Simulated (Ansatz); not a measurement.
Take a crystal in which Ba has been replaced by Ca on all its sites, with the cell rescaled by a rough guess (in some cases also distorted within its space group) and nothing relaxed:

```xyz
2
Lattice="0.0000 2.9657 2.9657 2.9657 0.0000 2.9657 2.9657 2.9657 0.0000" Properties=species:S:1:pos:R:3 pbc="T T T"
Ca    0.0000    0.0000    0.0000
S     2.9657    2.9657    2.9657
```

Level of theory: DFT PBEsol, scalar-relativistic, plane waves, PAW in Ansatz 0.2.0.

Settings: cutoff 420 eV, Γ-centred mesh 8×8×8 on the computed 2-atom cell, Gaussian smearing of 0.02 eV; no spin polarisation.

(1) What pressure does the cell carry?

(2) Is it a metal on this mesh?

(3) What is its energy against the elements in their standard states?

Answers

(1) The pressure is -6.9 GPa (positive in compression), so the cell would contract.

(2) No: the gap is 2.47 eV, the least direct gap 3.21 eV.

(3) -2.122 eV/atom at this unrelaxed geometry, with the elements in the same functional.